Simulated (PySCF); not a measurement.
Molecule: SMILES C1COCCN1, C4H9NO.

Atoms are numbered as in `[CH2:1]1[CH2:2][O:3][CH2:4][CH2:5][NH:6]1` (H(Xn): hydrogen on atom n).

Spin–spin couplings on one PBE0-D3(BJ)/def2-SVP geometry, PySCF 2.14, gas phase, non-relativistic, equivalent pairs averaged (spin–dipole term only in couplings to heteroatoms); isotopes 13C, 1H, 15N, 17O; functional B3LYP.

**Question.** How do the couplings (Hz) change with the basis set? Times are CPU seconds on 1 thread of an Arm Neoverse V2, shared host. Far from the basis limit: 6-31G*, pcJ-0, 6-31G-J, def2-TZVP, cc-pVTZ.

**Answer.** 
```tsv
basis set	functions	1J(C2,H(C2))	1J(C1,H(C1))	1J(N6,H(N6))	1J(C1,C2)	1J(C2,O3)	1J(C1,N6)	2J(H(C1),H(C1))	core-s
6-31G*	102	153.3	151.6	-68.1	50.0	13.0	-9.6	-16.6	9.1
pcJ-0	105	121.9	119.4	-54.1	25.5	30.1	-1.2	-15.2	11
6-31G-J	108	149.6	145.2	-69.3	34.6	33.1	-2.4	-18.7	12
def2-TZVP	240	136.5	131.9	-63.2	35.1	26.6	-2.6	-13.4	40
cc-pVTZ	306	127.7	122.7	-53.3	26.4	25.1	-1.3	-13.3	50
```

The Fermi-contact term samples the wavefunction at the nucleus, which is why sets with added tight s functions (names with J) are made for couplings.
